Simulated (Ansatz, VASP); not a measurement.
CuI (pbesol) in VASP and in Ansatz

INCAR

```
SYSTEM = CuI
  PREC = Accurate
  ENCUT = 520
  EDIFF = 1E-6
  ISMEAR = 0
  SIGMA = 0.1
  LREAL = .False.
  LASPH = .True.
  NELM = 100
  ALGO = Fast
  ISIF = 2
  LWAVE = .False.
  LCHARG = .False.
  GGA = PS
  NBANDS = 16
```

KPOINTS

```
regular mesh
0
Gamma
  6 6 6
  0 0 0
```

Contents of POSCAR:

```
CuI
1.0
    0.0000000000      3.0315000000      3.0315000000
    3.0315000000      0.0000000000      3.0315000000
    3.0315000000      3.0315000000      0.0000000000
Cu I
1 1
Direct
    0.2500000000      0.2500000000      0.2500000000
    0.0000000000      0.0000000000      0.0000000000
```

Input for Ansatz:

```yaml
crystal:
  lattice:
    - [0.0, 3.0315, 3.0315]
    - [3.0315, 0.0, 3.0315]
    - [3.0315, 3.0315, 0.0]
  atoms:
    - { symbol: Cu, position: [0.25, 0.25, 0.25] }
    - { symbol: I, position: [0.0, 0.0, 0.0] }
basis:
  ecutwfc: 420
kpoints:
  mp_grid: { grid: [6, 6, 6] }
hamiltonian:
  xc: pbesol
scf:
  occupations: { method: gaussian, width: 0.1 }
output:
  forces: true
  stress: true
  eigenvalues: true
```

Alike in both runs: task single point; functional PBEsol; k mesh 6 × 6 × 6; occupations gaussian, width 0.1 eV; no spin polarisation.

|  | VASP | Ansatz |
| --- | --- | --- |
| version | VASP 6.6.1 | Ansatz 0.2.0 |
| potentials or method | VASP PAW PBE potentials, release 64 (Cu, I) | scalar-relativistic, plane waves, PAW |
| plane-wave cutoff (eV) | 520 | 420 |
| valence electrons in the cell | 18 | 36 |

```tsv
	VASP	Ansatz	Ansatz less VASP
gap on the k mesh at the Fermi level (eV)	1.03	1.01	-0.021
least direct gap on the mesh (eV)	1.03	1.01	-0.021
pressure (GPa)	-2.4	-2.6	-0.20
```

The functional is the same, so the differences come from potentials, cutoffs and numerics. The two sets of potentials don't hold the same shells in valence.

Caveats: the PAW data sets were made with another functional, which shifts forces and pressure a little (VASP); spin-orbit coupling is left out, which moves the levels of the heavy elements. As with any semilocal functional, this PBEsol gap is likely too small.
